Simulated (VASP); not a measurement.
# AgCl (Chlorargyrite) (Fm-3m) in VASP: further runs, part 2 of 2

VASP 6.6.1.

## 3. Relaxation of cell and atoms, PBE

This run uses another cell than the first one, of 22.03 Å³/atom, 1.077 times its volume.

File INCAR:

```
SYSTEM = AgCl
PREC = Accurate ; ENCUT = 600
EDIFF = 1E-7 ; ISMEAR = 0
SIGMA = 0.03 ; LREAL = .FALSE.
LASPH = .TRUE. ; NELM = 80
ALGO = Normal ; ISIF = 3
LWAVE = .FALSE. ; LCHARG = .FALSE.
GGA = PE ; IBRION = 2
NSW = 90 ; EDIFFG = -0.005
```

File KPOINTS:

```
Automatic mesh
0
G
  8 8 8
  0 0 0
```

File POSCAR:

```
AgCl                                    
1.0
   -0.0000000000      2.8032189112      2.8032189112
    2.8032189112      0.0000000000      2.8032189112
    2.8032189112      2.8032189112     -0.0000000000
  Ag              Cl            
     1     1
Direct
     0.0000000000000000    0.0000000000000000    0.0000000000000000
     0.5000000000000000    0.5000000000000000    0.5000000000000000
```

Potentials or basis: VASP PAW PBE potentials, release 64 (Ag, Cl).

Started as:

```sh
> cat potpaw_PBE.64/Ag/POTCAR potpaw_PBE.64/Cl/POTCAR > POTCAR
> mpirun -np 1 vasp_std > vasp.out
```

OUTCAR:

```text
SYSTEM = AgCl
   PREC = Accurate
   ENCUT = 600
   EDIFF = 1E-7
   ISMEAR = 0
   LREAL = .FALSE.
   LASPH = .TRUE.
   NELM = 80
   ISIF = 3
   GGA = PE
   IBRION = 2
   NSW = 90
   EDIFFG = -0.005

 ion  position               nearest neighbor table
   1  0.000  0.000  0.000-   2 2.80   2 2.80   2 2.80   2 2.80   2 2.80   2 2.80
   2  0.500  0.500  0.500-   1 2.80   1 2.80   1 2.80   1 2.80   1 2.80   1 2.80

  LATTYP: Found a face centered cubic cell.
 ALAT       =     5.6064378224

  Lattice vectors:

 A1 = (   0.0000000000,   2.8032189112,   2.8032189112)
 A2 = (   2.8032189112,   0.0000000000,   2.8032189112)
 A3 = (   2.8032189112,   2.8032189112,   0.0000000000)

Analysis of symmetry for initial positions (statically):
=====================================================================
 Subroutine PRICEL returns:
 Original cell was already a primitive cell.

 Routine SETGRP: Setting up the symmetry group for a
 face centered cubic supercell.

 Subroutine GETGRP returns: Found 48 space group operations
 (whereof 48 operations were pure point group operations)
 out of a pool of 48 trial point group operations.

The static configuration has the point symmetry O_h .

Analysis of symmetry for dynamics (positions and initial velocities):
=====================================================================
 Subroutine PRICEL returns:
 Original cell was already a primitive cell.

 Routine SETGRP: Setting up the symmetry group for a
 face centered cubic supercell.

 Subroutine GETGRP returns: Found 48 space group operations
 (whereof 48 operations were pure point group operations)
 out of a pool of 48 trial point group operations.

The dynamic configuration has the point symmetry O_h .

 Subroutine INISYM returns: Found 48 space group operations
 (whereof 48 operations are pure point group operations),
 and found     1 'primitive' translations

----------------------------------------------------------------------------------------

                                     Primitive cell

  volume of cell :      44.0556

  direct lattice vectors                    reciprocal lattice vectors
     0.000000000  2.803218911  2.803218911    -0.178366377  0.178366377  0.178366377
     2.803218911  0.000000000  2.803218911     0.178366377 -0.178366377  0.178366377
     2.803218911  2.803218911  0.000000000     0.178366377  0.178366377 -0.178366377

  length of vectors
     3.964350203  3.964350203  3.964350203     0.308939627  0.308939627  0.308939627

  position of ions in fractional coordinates (direct lattice)
     0.000000000  0.000000000  0.000000000
     0.500000000  0.500000000  0.500000000

  ion indices of the primitive-cell ions
   primitive index   ion index
                 1           1
                 2           2

----------------------------------------------------------------------------------------

 KPOINTS: Automatic mesh

Automatic generation of k-mesh.
 Grid dimensions read from file:
 generate k-points for:    8    8    8

 Generating k-lattice:

  Cartesian coordinates                     Fractional coordinates (reciprocal lattice)
    -0.022295797  0.022295797  0.022295797     0.125000000  0.000000000  0.000000000
     0.022295797 -0.022295797  0.022295797     0.000000000  0.125000000  0.000000000
     0.022295797  0.022295797 -0.022295797     0.000000000  0.000000000  0.125000000

  Length of vectors
     0.038617453  0.038617453  0.038617453

  Shift w.r.t. Gamma in fractional coordinates (k-lattice)
     0.000000000  0.000000000  0.000000000

 Subroutine IBZKPT returns following result:
 ===========================================

 Found     29 irreducible k-points:

 Following reciprocal coordinates:
            Coordinates               Weight
  0.000000  0.000000  0.000000      1.000000
  0.125000  0.000000  0.000000      8.000000
  0.250000  0.000000  0.000000      8.000000
  0.375000  0.000000  0.000000      8.000000
  0.500000  0.000000  0.000000      4.000000
  0.125000  0.125000  0.000000      6.000000
[... 16 lines left out ...]
  0.500000  0.250000  0.125000     48.000000
 -0.375000  0.250000  0.125000     24.000000
 [... further k-points ...]
   k-points           NKPTS =     29   k-points in BZ     NKDIM =     29   number of bands    NBANDS=     13
   number of dos      NEDOS =    301   number of ions     NIONS =      2
   total plane-waves  NPLWV =  32768
   dimension x,y,z NGX =    32 NGY =   32 NGZ =   32
   dimension x,y,z NGXF=    64 NGYF=   64 NGZF=   64
   ions per type =               1   1
   NGX,Y,Z   is equivalent  to a cutoff of  13.42, 13.42, 13.42 a.u.
   NGXF,Y,Z  is equivalent  to a cutoff of  26.84, 26.84, 26.84 a.u.
 SYSTEM =  AgCl
   PREC   = accura    normal or accurate (medium, high low for compatibility)
   ISTART =      0    job   : 0-new  1-cont  2-samecut
   ICHARG =      2    charge: 1-file 2-atom 10-const
   ISPIN  =      1    spin polarized calculation?
   LNONCOLLINEAR =      F non collinear calculations
   LSORBIT =      F    spin-orbit coupling
   LASPH  =      T    aspherical Exc in radial PAW
   ENCUT  =  600.0 eV  44.10 Ry    6.64 a.u.   7.92  7.92  7.92*2*pi/ulx,y,z
   NELM   =     80;   NELMIN=  2; NELMDL= -5     # of ELM steps
   EDIFF  = 0.1E-06   stopping-criterion for ELM
   LREAL  =      F    real-space projection
   EDIFFG = -.5E-02   stopping-criterion for IOM
   NSW    =     90    number of steps for IOM
   IBRION =      2    ionic relax: 0-MD 1-quasi-New 2-CG
   NFREE  =      1    steps in history (QN), initial steepest desc. (CG)
   ISIF   =      3    stress and relaxation
   ISYM   =      2    0-nonsym 1-usesym 2-fastsym
   POTIM  = 0.5000    time-step for ionic-motion
   TEBEG  =    0.0;   TEEND  =   0.0 temperature during run
   PSTRESS=    0.0 pullay stress
   NELECT =      18.0000    total number of electrons
   NUPDOWN=      -1.0000    fix difference up-down
   EMIN   =  10.00;   EMAX   =-10.00  energy-range for DOS
   EFERMI =   0.00;   METHOD = LEGACY
   ISMEAR =     0;   SIGMA  =   0.03  broadening in eV -4-tet -1-fermi 0-gaus
   EFERMI_NEDOS =   21; number of points for ismear=-14 and -15
   IALGO  =     38    algorithm
   IMIX   =      4    mixing-type and parameters
     AMIX     =   0.40;   BMIX     =  1.00
     AMIX_MAG =   1.60;   BMIX_MAG =  1.00
  volume/ion in A,a.u.               =      22.03       148.65
  Fermi-wavevector in a.u.,A,eV,Ry     =   1.214783  2.295607 20.078082  1.475697
  Thomas-Fermi vector in A             =   2.350191
   LORBIT       =      0    0 simple, 1 ext, 2 COOP (PROOUT), +10 PAW based schemes
   GGA     = PE    functional components
   LHFCALC =     F    Hartree Fock is set to
   AEXX    =    0.0000 exact exchange contribution
   IVDW    =     0    specifies the selected vdW correction
   LEPSILON=     F    determine dielectric tensor
   LRPA    =     F    only Hartree local field effects (RPA)
 conjugate gradient relaxation of ions
 non-spin polarized calculation
 Gauss-broadening in eV      SIGMA  =   0.03
  energy-cutoff  :      600.00
  volume of cell :       44.06
 maximum number of plane-waves:      1480
   NGX = 15   NGY = 15   NGZ = 15

 number of electron      18.0000003 magnetization

 Free energy of the ion-electron system (eV)
  ---------------------------------------------------
  ext. energy  EPLUGINS =         0.00000000
  ---------------------------------------------------
  free energy    TOTEN  =        -5.40124945 eV

  energy without entropy =       -5.40124945  energy(sigma->0) =       -5.40124945

 E-fermi :   3.5598     XC(G=0):  -9.7963

 val. band max:        3.4132689500   @ k =   0.5000   0.0000   0.0000
 cond. band min:       4.3328778413   @ k =   0.0000   0.0000   0.0000
 fundamental gap:      0.9196088913
 Fermi energy:         3.5598369631

 k-point     1 :       0.0000    0.0000    0.0000
  band No.  band energies     occupation
      1     -11.5211      2.00000
      2       1.0994      2.00000
      3       1.0994      2.00000
      4       1.0994      2.00000
      5       1.1387      2.00000
      6       1.1387      2.00000
      7       1.2238      2.00000
      8       1.2238      2.00000
      9       1.2238      2.00000
     10       4.3329      0.00000
     11      14.2818      0.00000
     12      14.2818      0.00000
     13      14.2818      0.00000
[... 354 lines left out ...]
  band No.  band energies     occupation
      1     -11.0972      2.00000
      2      -1.1600      2.00000
      3      -0.4595      2.00000
      4      -0.4226      2.00000
      5       1.3761      2.00000
      6       1.4394      2.00000
      7       1.6763      2.00000
      8       2.4746      2.00000
      9       2.9617      2.00000
     10       8.3294      0.00000
     11       9.1353      0.00000
     12      11.4912      0.00000
     13      11.9504      0.00000

 [... further k-points ...]
[... 5 lines left out ...]
  --------------------------------------------------------------------------------------
  -------------------------------------------------------------------------------------
  Total        0.0049757      0.0049757      0.0049757      0.0000000      0.0000000     -0.0000000
  in kB        0.1809535      0.1809535      0.1809535      0.0000000      0.0000000     -0.0000000
  external PRESSURE =       0.1809535 kB  Pullay stress =       0.0000000 kB

 VOLUME and BASIS-vectors are now :
 -----------------------------------------------------------------------------
  energy-cutoff  :      600.00
  volume of cell :       44.06
      direct lattice vectors                 reciprocal lattice vectors
     0.000000000  2.803218911  2.803218911    -0.178366377  0.178366377  0.178366377
     2.803218911  0.000000000  2.803218911     0.178366377 -0.178366377  0.178366377
     2.803218911  2.803218911  0.000000000     0.178366377  0.178366377 -0.178366377

 POSITION                                       TOTAL-FORCE (eV/Angst)
 -----------------------------------------------------------------------------------
      0.00000      0.00000      0.00000         0.000000      0.000000      0.000000
      2.80322      2.80322      2.80322         0.000000     -0.000000     -0.000000
 -----------------------------------------------------------------------------------
    total drift:                                0.000000     -0.000000     -0.000000

  FREE ENERGIE OF THE ION-ELECTRON SYSTEM (eV)
  ---------------------------------------------------
  free  energy   TOTEN  =        -5.4012494524 eV

  energy  without entropy=       -5.4012494524  energy(sigma->0) =       -5.40124945

 reached required accuracy - stopping structural energy minimisation
```

OSZICAR:

```text
N       E                     dE             d eps       ncg     rms          rms(c)
DAV:   1     0.115874368587E+03    0.11587E+03   -0.96007E+03   754   0.141E+03
DAV:   2    -0.311912864912E+00   -0.11619E+03   -0.10852E+03   899   0.271E+02
DAV:   3    -0.554542395214E+01   -0.52335E+01   -0.52169E+01   889   0.617E+01
DAV:   4    -0.559085983140E+01   -0.45436E-01   -0.45431E-01   839   0.638E+00
DAV:   5    -0.559152906855E+01   -0.66924E-03   -0.66923E-03   874   0.774E-01    0.562E+00
DAV:   6    -0.540549850847E+01    0.18603E+00   -0.33705E-01   823   0.791E+00    0.369E+00
DAV:   7    -0.540173149009E+01    0.37670E-02   -0.10288E-01   759   0.259E+00    0.186E+00
DAV:   8    -0.540111492429E+01    0.61657E-03   -0.56598E-03   784   0.941E-01    0.304E-01
DAV:   9    -0.540117048790E+01   -0.55564E-04   -0.71285E-04   839   0.405E-01    0.472E-02
DAV:  10    -0.540124199586E+01   -0.71508E-04   -0.12417E-04   774   0.111E-01    0.270E-02
DAV:  11    -0.540124949123E+01   -0.74954E-05   -0.75362E-06   804   0.249E-02    0.564E-03
DAV:  12    -0.540124945242E+01    0.38808E-07   -0.34553E-07   866   0.825E-03
   1 F= -.54012495E+01 E0= -.54012495E+01  d E =-.540125E+01
```

Run time: 12 s. Hardware: 1 thread of Intel Xeon Platinum 8488C (Sapphire Rapids), shared host; peak memory 0.18 GiB.

Results:

```
Free energy             : -5.4012 eV
Pressure after relaxing : 0.0 GPa
Band gap on the k mesh  : 0.92 eV, indirect (least direct gap 3.08 eV)
```

Final structure:
```yaml
crystal:
  lattice:
    - [0.00000, 2.80322, 2.80322]
    - [2.80322, 0.00000, 2.80322]
    - [2.80322, 2.80322, 0.00000]
  atoms:
    - { symbol: Ag, position: [0.00000, 0.00000, 0.00000] }
    - { symbol: Cl, position: [0.50000, 0.50000, 0.50000] }
```

Levels at points of the mesh, in eV from the valence-band top:
```tsv
k point	band 7	band 8	band 9	band 10	band 11	band 12
(0.00, 0.00, 0.00)	-2.19	-2.19	-2.19	0.92	10.87	10.87
(0.50, 0.00, 0.00)	-1.68	0.00	0.00	4.33	6.36	7.73
(0.50, 0.50, 0.00)	-1.87	-1.87	-1.80	2.43	8.07	8.53
```

Caveat: the relaxation stopped at its first step, so nothing moved. A k mesh can miss the band edges.

## 4. Relaxation of cell and atoms, PBEsol

File INCAR:

```
SYSTEM = AgCl
  ALGO = Normal
  EDIFF = 1E-6
  EDIFFG = -0.01
  ENCUT = 600
  GGA = PS
  IBRION = 2
  ISIF = 3
  ISMEAR = 0
  LASPH = .TRUE.
  LCHARG = .FALSE.
  LREAL = .FALSE.
  LWAVE = .FALSE.
  NELM = 80
  NSW = 90
  PREC = Accurate
  SIGMA = 0.03
```

File KPOINTS:

```
k-points
0
G
  8 8 8
  0 0 0
```

File POSCAR:

```
AgCl
1.0
    0.0000000000      2.7350000000      2.7350000000
    2.7350000000      0.0000000000      2.7350000000
    2.7350000000      2.7350000000      0.0000000000
Ag Cl
1 1
Direct
    0.0000000000      0.0000000000      0.0000000000
    0.5000000000      0.5000000000      0.5000000000
```

Started as:

```sh
> cat potpaw_PBE.64/Ag/POTCAR potpaw_PBE.64/Cl/POTCAR > POTCAR
> mpirun -np 1 vasp_std > vasp.out
```

It took 15 s on 1 thread of AMD EPYC 9R45 (Zen 5), shared host; peak memory 0.16 GiB.

The run converged. Its results:

```yaml
Free_energy: -6.0615 eV
Relaxed_volume: 20.18 Å³/atom
Relaxed_cell: a = 3.850 Å, b = 3.850 Å, c = 3.850 Å, α = 60.00°, β = 60.00°, γ = 60.00°
Space_group_after_relaxing_to_0.05_Å: Fm-3m (No. 225)
Energy_gained_by_relaxing: 0.6 meV/atom
Ionic_steps: 2
Pressure_after_relaxing: 0.0 GPa
Band_gap_on_the_k_mesh: 0.72 eV, indirect (least direct gap 3.23 eV)
```

Step by step:
| step | energy change (eV) | largest force (eV/Å) | pressure (GPa) | volume (Å³) |
| --- | --- | --- | --- | --- |
| 1 | 0.0000 | 0.0000 | -0.74 | 40.92 |
| 2 | -0.0013 | 0.0000 | 0.01 | 40.36 |

Final structure:
```
Ag Cl
1.0
     0.00000    2.72249    2.72249
     2.72249    0.00000    2.72249
     2.72249    2.72249    0.00000
Ag Cl
1 1
Direct
  0.00000 0.00000 0.00000
  0.50000 0.50000 0.50000
```

Levels at points of the mesh, in eV from the valence-band top:
```
           k point  band 5  band 6  band 7  band 8  band 9  band 10  band 11  band 12  band 13
(0.00, 0.00, 0.00)   -2.67   -2.67   -2.57   -2.57   -2.57     0.72    10.72    10.72    10.72
(0.50, 0.00, 0.00)   -2.28   -2.28   -1.94    0.00    0.00     3.88     6.75     7.42     7.42
(0.50, 0.50, 0.00)   -3.11   -2.45   -2.14   -2.14   -2.02     2.14     7.78     8.64    11.64
```

Caveat: the PAW data sets were made with another functional, which shifts forces and pressure a little. PBEsol gaps usually lie below the measured ones, often by a third to a half.

## 5. Relaxation of cell and atoms, PBEsol

This run uses another cell than the first one, of 20.18 Å³/atom, 0.986 times its volume.

Changes to INCAR since step 4:

```diff
@@ -2,4 +2,4 @@
   ALGO = Normal
-  EDIFF = 1E-6
-  EDIFFG = -0.01
+  EDIFF = 1E-7
+  EDIFFG = -0.005
   ENCUT = 600
```

KPOINTS is that of step 4.

File POSCAR:

```
AgCl                                    
1.0
   -0.0000000000      2.7224909976      2.7224909976
    2.7224909976      0.0000000000      2.7224909976
    2.7224909976      2.7224909976      0.0000000000
  Ag              Cl            
     1     1
Direct
     1.0000000000000000    0.0000000000000000    0.0000000000000000
     0.5000000000000000    0.5000000000000000    0.5000000000000000
```

Started as:

```sh
> cat potpaw_PBE.64/Ag/POTCAR potpaw_PBE.64/Cl/POTCAR > POTCAR
> mpirun -np 1 vasp_std > vasp.out
```

Run time: 9.4 s. Hardware: 1 thread of AMD EPYC 9R45 (Zen 5), shared host; peak memory 0.15 GiB.

It converged, with:

```
Free energy             : -6.0614 eV
Pressure after relaxing : 0.0 GPa
Band gap on the k mesh  : 0.72 eV, indirect (least direct gap 3.23 eV)
```

Final structure:
```
CELL_PARAMETERS angstrom
0.00000 2.72249 2.72249
2.72249 0.00000 2.72249
2.72249 2.72249 0.00000
ATOMIC_POSITIONS crystal
Ag 0.00000 0.00000 0.00000
Cl 0.50000 0.50000 0.50000
```

Levels at points of the mesh, in eV from the valence-band top:
```csv
k point,band 6,band 7,band 8,band 9,band 10,band 11,band 12,band 13
"(0.00, 0.00, 0.00)",-2.67,-2.57,-2.57,-2.57,0.72,10.72,10.72,10.72
"(0.50, 0.00, 0.00)",-2.28,-1.94,0.00,0.00,3.88,6.75,7.42,7.42
"(0.50, 0.50, 0.00)",-2.45,-2.15,-2.15,-2.02,2.14,7.78,8.64,11.64
```

Caveat: the relaxation stopped at its first step, so nothing moved; the PAW data sets were made with another functional, which shifts forces and pressure a little. A k mesh can miss the band edges.
